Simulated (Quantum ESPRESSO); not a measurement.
# In (I4/mmm) in Quantum ESPRESSO: reference runs, part 2 of 2

Quantum ESPRESSO 7.5. Earlier steps stand in the parts before.

## Step 5: Single point, PBE, 25.10 Å³/atom

The input, pw.in:

```
&CONTROL
  calculation = 'scf'
  prefix = 'pwscf'
  outdir = './tmp'
  pseudo_dir = './pseudo'
  tprnfor = .true.
  tstress = .true.
  disk_io = 'nowf'
/
&SYSTEM
  ibrav = 0
  nat = 1
  ntyp = 1
  ecutwfc = 55
  ecutrho = 440
  nbnd = 12
  occupations = 'smearing'
  smearing = 'fd'
  degauss = 0.00367493
/
&ELECTRONS
  conv_thr = 2d-10
  electron_maxstep = 120
  mixing_beta = 0.5
/
ATOMIC_SPECIES
In   114.8180 In.pbe-dn-rrkjus_psl.0.2.2.UPF
CELL_PARAMETERS angstrom
  -1.6035014962    1.6035014962    2.4402675233
   1.6035014962   -1.6035014962    2.4402675233
   1.6035014962    1.6035014962   -2.4402675233
ATOMIC_POSITIONS crystal
In     0.0000000000    0.0000000000    0.0000000000
K_POINTS automatic
11 11 11 0 0 0
```

Started as:

```bash
> OMP_NUM_THREADS=1 pw.x -in pw.in > pw.out
```

Run time: 21 s. Hardware: 1 thread of Intel Xeon 6975P-C (Granite Rapids), shared host; peak memory 0.16 GiB.

It converged, with:

| Property | Result |
| --- | --- |
| Free energy | -1970.6513 eV |
| Pressure | 4.0 GPa |
| Band gap on the k mesh | none (metal or under the smearing width) |

## Step 6: Single point, PBE, 25.62 Å³/atom

Changes to pw.in since step 5:

```diff
@@ -28,5 +28,5 @@
 CELL_PARAMETERS angstrom
-  -1.6035014962    1.6035014962    2.4402675233
-   1.6035014962   -1.6035014962    2.4402675233
-   1.6035014962    1.6035014962   -2.4402675233
+  -1.6145604767    1.6145604767    2.4570974863
+   1.6145604767   -1.6145604767    2.4570974863
+   1.6145604767    1.6145604767   -2.4570974863
 ATOMIC_POSITIONS crystal
```

Potentials or basis: SSSP 1.3 efficiency PBE.

Started as:

```bash
> OMP_NUM_THREADS=1 pw.x -in pw.in > pw.out
```

It took 21 s on 1 thread of Intel Xeon 6975P-C (Granite Rapids), shared host; peak memory 0.17 GiB.

It converged, with:

```
Free energy            : -1970.6628 eV
Pressure               : 2.9 GPa
Band gap on the k mesh : none (metal or under the smearing width)
```

## Step 7: Single point, PBE, 26.14 Å³/atom

Changes to pw.in since step 6:

```diff
@@ -28,5 +28,5 @@
 CELL_PARAMETERS angstrom
-  -1.6145604767    1.6145604767    2.4570974863
-   1.6145604767   -1.6145604767    2.4570974863
-   1.6145604767    1.6145604767   -2.4570974863
+  -1.6254700000    1.6254700000    2.4737000000
+   1.6254700000   -1.6254700000    2.4737000000
+   1.6254700000    1.6254700000   -2.4737000000
 ATOMIC_POSITIONS crystal
```

Started as:

```bash
> OMP_NUM_THREADS=1 pw.x -in pw.in > pw.out
```

Run time: 20 s. Hardware: 1 thread of Intel Xeon 6975P-C (Granite Rapids), shared host; peak memory 0.17 GiB.

Results (log left out):

| Quantity | Value |
| --- | --- |
| Free energy | -1970.6709 eV |
| Pressure | 2.0 GPa |
| Band gap on the k mesh | none (metal or under the smearing width) |

## Step 8: Single point, PBE, 26.67 Å³/atom

Changes to pw.in since step 7:

```diff
@@ -28,5 +28,5 @@
 CELL_PARAMETERS angstrom
-  -1.6254700000    1.6254700000    2.4737000000
-   1.6254700000   -1.6254700000    2.4737000000
-   1.6254700000    1.6254700000   -2.4737000000
+  -1.6362350157    1.6362350157    2.4900825966
+   1.6362350157   -1.6362350157    2.4900825966
+   1.6362350157    1.6362350157   -2.4900825966
 ATOMIC_POSITIONS crystal
```

Started as:

```bash
> OMP_NUM_THREADS=1 pw.x -in pw.in > pw.out
```

Run time: 22 s. Hardware: 1 thread of Intel Xeon 6975P-C (Granite Rapids), shared host; peak memory 0.17 GiB.

Results (log left out):

```yaml
Free_energy: -1970.6762 eV
Pressure: 1.1 GPa
Band_gap_on_the_k_mesh: none (metal or under the smearing width)
```

## Step 9: Single point, PBE, 27.19 Å³/atom

Changes to pw.in since step 8:

```diff
@@ -28,5 +28,5 @@
 CELL_PARAMETERS angstrom
-  -1.6362350157    1.6362350157    2.4900825966
-   1.6362350157   -1.6362350157    2.4900825966
-   1.6362350157    1.6362350157   -2.4900825966
+  -1.6468602161    1.6468602161    2.5062524172
+   1.6468602161   -1.6468602161    2.5062524172
+   1.6468602161    1.6468602161   -2.5062524172
 ATOMIC_POSITIONS crystal
```

Potentials or basis: SSSP 1.3 efficiency PBE.

Started as:

```bash
> OMP_NUM_THREADS=1 pw.x -in pw.in > pw.out
```

pw.out:

```text
This program is part of the open-source Quantum ESPRESSO suite
     for quantum simulation of materials; please cite
         "P. Giannozzi et al., J. Phys.:Condens. Matter 21 395502 (2009);
         "P. Giannozzi et al., J. Phys.:Condens. Matter 29 465901 (2017);
         "P. Giannozzi et al., J. Chem. Phys. 152 154105 (2020);
     in publications or presentations arising from this work. More details at

     file In.pbe-dn-rrkjus_psl.0.2.2.UPF: wavefunction(s)  5S renormalized
     Message from routine setup:
     using ibrav=0 with symmetry is DISCOURAGED, use correct ibrav instead

     Subspace diagonalization in iterative solution of the eigenvalue problem:
     a serial algorithm will be used

     G-vector sticks info
     --------------------
     sticks:   dense  smooth     PW     G-vecs:    dense   smooth      PW
     Sum        1459     731    231                28671    10147    1889

     Using Slab Decomposition

     bravais-lattice index     =            0
[... 71 lines left out ...]

     Davidson diagonalization with overlap
     ethr =  4.45E-05,  avg # of iterations =  7.2

     total energy              =    -144.84130120 Ry
     estimated scf accuracy    <       0.00591679 Ry
[... 57 lines left out ...]
     iteration # 10     ecut=    55.00 Ry     beta= 0.50
     Davidson diagonalization with overlap
     ethr =  1.61E-11,  avg # of iterations =  2.8

     End of self-consistent calculation

     Number of k-points >= 100: set verbosity='high' to print the bands.

     the Fermi energy is     9.5498 ev

!    total energy              =    -144.84221966 Ry
     estimated scf accuracy    <          7.2E-11 Ry
     smearing contrib. (-TS)   =      -0.00030617 Ry
     internal energy E=F+TS    =    -144.84191349 Ry

     The total energy is F=E-TS. E is the sum of the following terms:
     one-electron contribution =     -45.74929859 Ry
     hartree contribution      =      34.41556965 Ry
     xc contribution           =     -47.61846182 Ry
     ewald contribution        =     -85.88972272 Ry

     convergence has been achieved in  10 iterations

     Forces acting on atoms (cartesian axes, Ry/au):

     atom    1 type  1   force =     0.00000000    0.00000000    0.00000000

     Total force =     0.000000     Total SCF correction =     0.000000

     Computing stress (Cartesian axis) and pressure

          total   stress  (Ry/bohr**3)                   (kbar)     P=        3.72
   0.00003079   0.00000000   0.00000000            4.53        0.00        0.00
   0.00000000   0.00003079   0.00000000            0.00        4.53        0.00
  -0.00000000   0.00000000   0.00001437           -0.00        0.00        2.11

=------------------------------------------------------------------------------=
   JOB DONE.
=------------------------------------------------------------------------------=
```

Run time: 21 s. Hardware: 1 thread of Intel Xeon 6975P-C (Granite Rapids), shared host; peak memory 0.18 GiB.

What came out:

```
Free energy            : -1970.6788 eV
Pressure               : 0.4 GPa
Band gap on the k mesh : none (metal or under the smearing width)
```

## Step 10: Single point, PBE, 27.71 Å³/atom

Changes to pw.in since step 9:

```diff
@@ -28,5 +28,5 @@
 CELL_PARAMETERS angstrom
-  -1.6468602161    1.6468602161    2.5062524172
-   1.6468602161   -1.6468602161    2.5062524172
-   1.6468602161    1.6468602161   -2.5062524172
+  -1.6573500545    1.6573500545    2.5222162388
+   1.6573500545   -1.6573500545    2.5222162388
+   1.6573500545    1.6573500545   -2.5222162388
 ATOMIC_POSITIONS crystal
```

Started as:

```bash
> OMP_NUM_THREADS=1 pw.x -in pw.in > pw.out
```

Wall time 20 s (1 thread of Intel Xeon 6975P-C (Granite Rapids), shared host); peak memory 0.18 GiB.

The run converged. Its results:

- Free energy: -1970.6791 eV
- Pressure: -0.3 GPa
- Band gap on the k mesh: none (metal or under the smearing width)

## Step 11: Equation of state, PBE

No new run: the results of the series are fitted here.

Results:

```
Equilibrium volume                        : 27.52 Å³/atom
Bulk modulus at fixed shape and positions : 35 GPa
Pressure derivative of the bulk modulus   : 5.3
```

Energy against volume, from the lowest point:
```tsv
volume (Å³/atom)	energy (meV/atom)
24.575	43.07
25.098	27.81
25.621	16.31
26.144	8.13
26.666	2.90
27.189	0.29
27.712	0.00
```

Caveat: the cell was scaled at fixed shape and fractional positions, which overstates the stiffness of a crystal with free parameters, most of all of layers and chains.

## Step 12: Overview

| task | cell | gap on the mesh (eV) | pressure (GPa) |
| --- | --- | --- | --- |
| single point | as given | none | 2.0 |
| single point | cell strained at random at fixed volume | none | 2.0 |
| equation of state | as given | - | - |

Alike in all rows: level PBE; potentials or basis SSSP 1.3 efficiency PBE; no spin polarisation; k mesh 11 × 11 × 11; cutoff (eV) 748; smearing fermi-dirac 0.05 eV.

Caveats: the cell was scaled at fixed shape and fractional positions, which overstates the stiffness of a crystal with free parameters, most of all of layers and chains (some runs).

Total energies depend on the potentials used, so only differences within one code and one set of settings carry meaning.
